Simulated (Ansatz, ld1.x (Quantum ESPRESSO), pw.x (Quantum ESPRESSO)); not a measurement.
# scandium (Sc) (bcc): variants of one TM potential in the solid

* Element: scandium (Sc)
* Generator: ld1.x (Quantum ESPRESSO) 7.5
* Type: norm-conserving Troullier–Martins (Kleinman–Bylander form)
* Functional: PBE
* Relativity: scalar-relativistic
* Frozen core: [Ar]
* Valence charge: 3
* Reference configuration: 3d1 4s2 4p0
* Partial waves: 4p (bound, empty): rc 2.80 bohr; 3d (bound): rc 2.60 bohr; 4s (bound): rc 2.80 bohr
* Local potential: the s channel
* Core correction: a·sin(br)/r model core inside 2.00 bohr

Crystal test: bcc Sc in pw.x 7.5, no spin, 13³ k-points, Fermi–Dirac smearing 0.01 Ry, cutoffs set for each file from its atomic test. The reference is all-electron LAPW (Ansatz 0.2.0) with the same functional, mesh and smearing; V0 and B0 come from Birch–Murnaghan fits to the pressures at five volumes. Errors are pseudo minus all-electron; Δ is the rms difference of the E(V) curves that follow from these fits, minima aligned, over ±6 % about the mean V0. Mesh and smearing are coarse, so the numbers serve the comparison and aren't converged zero-temperature values; the lattice is a test structure that the element need not adopt.

All-electron: a0 = 3.685 Å (V0 = 25.02 Å³/atom), B0 = 52.2 GPa.

Base: This is a poor potential for the solid. Atomic configuration tests: 1 of 7 tests not solved or not reliable.

2 further variants are left out: they gave no file fit for a test, a broken result, the same result as the base, or pressures whose basis-set error rivals the error shown.

A dash in a converged row means that the minimum lies outside the volumes sampled.

| change | cutoffs (Ry) | pw.x | a0 (Å) | a0 error (%) | B0 error (%) | Δ (meV/atom) | mean pressure error (GPa) |
| --- | --- | --- | --- | --- | --- | --- | --- |
| base | 50/200 | converged | 3.740 | +1.51 | +2.6 | 13.4 | +2.63 |
| local potential the d channel | 50/200 | converged; bound ghost | – | – | – | – | +20.82 |
| reference 3d1 4s1 4p0 | 50/200 | converged | 3.740 | +1.49 | +2.9 | 13.2 | +2.60 |

Give the row for: wave 4s (bound): rc 2.80 bohr becomes 4s (bound): rc 4.18 bohr.

pw.x: converged; mean pressure error (GPa): -0.87; a0 (Å): 3.665; a0 error (%): -0.53; B0 error (%): +9.7; Δ (meV/atom): 4.7.
